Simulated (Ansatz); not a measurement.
Os under changes of volume

One of the cells (13.982 Å³/atom); the others are scaled copies at fixed shape and fractional positions:

```
CELL_PARAMETERS angstrom
2.73410 0.00000 0.00000
-1.36705 2.36780 0.00000
0.00000 0.00000 4.31970
ATOMIC_POSITIONS crystal
Os 0.66667 0.33333 0.75000
Os 0.33333 0.66667 0.25000
```

| Item | Value |
| --- | --- |
| Program | Ansatz 0.2.0 |
| Functional | rPW86-PBE |
| Dispersion | rVV10 |
| Potentials or basis | Ansatz PAW |
| Cutoff | 420 eV (not typed: the program's choice for these potentials) |
| k mesh | 11 × 11 × 6 |
| Occupations | fermi-dirac, width 0.05 eV |
| Spin | no spin polarisation |

| volume (Å³/atom) | energy over the lowest point (meV/atom) | pressure (GPa) |
| --- | --- | --- |
| 13.143 | 220.20 | 52.5 |
| 13.423 | 139.58 | 40.2 |
| 13.703 | ? | ? |
| 13.982 | 37.14 | 19.4 |
| 14.262 | 11.28 | 10.5 |
| 14.542 | 0.00 | 2.7 |
| 14.821 | 1.75 | -4.4 |

Question: What does the run at 13.703 Å³/atom give?

Answer: Energy over the lowest point 79.27 meV/atom; pressure 29.2 GPa.

Worked out: A Birch-Murnaghan fit of order 3 (a polynomial in V^(-2/3)) to the other rows has its minimum at 14.64 Å³/atom with B0 = V·E''(V) = 377 GPa and B' = 4.7 at fixed shape and positions, which overstates the stiffness. It gives 79.21 meV/atom at 13.703 Å³/atom, against the run's 79.27, and -dE/dV = 29.1 GPa, against 29.2.

Energies are extrapolated to zero smearing.

Caveats: the PAW data sets come from PBE, with cores solved anew for the run's functional, which leaves a small shift of forces and pressure.
